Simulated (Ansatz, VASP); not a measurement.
Two plane-wave programs on Ir

Contents of POSCAR:

```
Ir
1.0
    0.0000000000      1.8960714079      1.8960714079
    1.8960714079      0.0000000000      1.8960714079
    1.8960714079      1.8960714079      0.0000000000
Ir
1
Direct
    0.0000000000      0.0000000000      0.0000000000
```

INCAR.step1

```
SYSTEM = Ir
PREC = Accurate ; ENCUT = 520
ISMEAR = 0 ; SIGMA = 0.05
LREAL = .False. ; LASPH = .True.
NELM = 60 ; NBANDS = 10
GGA = PE ; ALGO = Normal
EDIFF = 1E-4 ; LWAVE = .True.
LCHARG = .False.
```

INCAR.step2

```
SYSTEM = Ir
PREC = Accurate ; ENCUT = 520
EDIFF = 1E-6 ; ISMEAR = 0
SIGMA = 0.05 ; LREAL = .False.
LASPH = .True. ; NELM = 60
ALGO = Normal ; ISIF = 2
LWAVE = .False. ; LCHARG = .False.
METAGGA = R2SCAN ; LMIXTAU = .True.
NBANDS = 10 ; ISTART = 1
```

Contents of KPOINTS:

```
regular mesh
0
Gamma
  20 20 20
  0 0 0
```

Input for Ansatz:

```yaml
crystal:
  lattice:
    - [0.0, 1.8960714081, 1.8960714081]
    - [1.8960714081, 0.0, 1.8960714081]
    - [1.8960714081, 1.8960714081, 0.0]
  atoms:
    - { symbol: Ir, position: [0.0, 0.0, 0.0] }
basis:
  ecutwfc: 500
  ecutrho_ratio: 4
kpoints:
  mp_grid: { grid: [20, 20, 20] }
hamiltonian:
  xc: r2scan
scf:
  occupations: { method: gaussian, width: 0.05 }
output:
  forces: true
  stress: true
  eigenvalues: true
```

Alike in both runs: task single point; functional r2SCAN; k mesh 20 × 20 × 20; occupations gaussian, width 0.05 eV; no spin polarisation.

|  | VASP | Ansatz |
| --- | --- | --- |
| version | VASP 6.6.1 | Ansatz 0.2.0 |
| potentials or method | VASP PAW PBE potentials, release 64 (Ir) | scalar-relativistic, plane waves, PAW |
| plane-wave cutoff (eV) | 520 | 500 |
| valence electrons in the cell | 9 | 17 |

VASP gave:

```
gap on the k mesh at the Fermi level (eV) : none
pressure (GPa)                            : 20.1
```

Task: What did Ansatz give for the same quantities?

Result: gap on the k mesh at the Fermi level (eV): none; pressure (GPa): 17.0.

A gap of «none» marks a metal or a gap that the smearing closes. The two sets of potentials don't hold the same shells in valence.

Caveats: so large a pressure means that the cell lies far from this level's equilibrium, or that cutoff or potentials fall short (VASP); the potentials were made for another functional, which shifts forces and pressure (VASP). Spin-orbit coupling is left out, which matters for the levels of Ir.
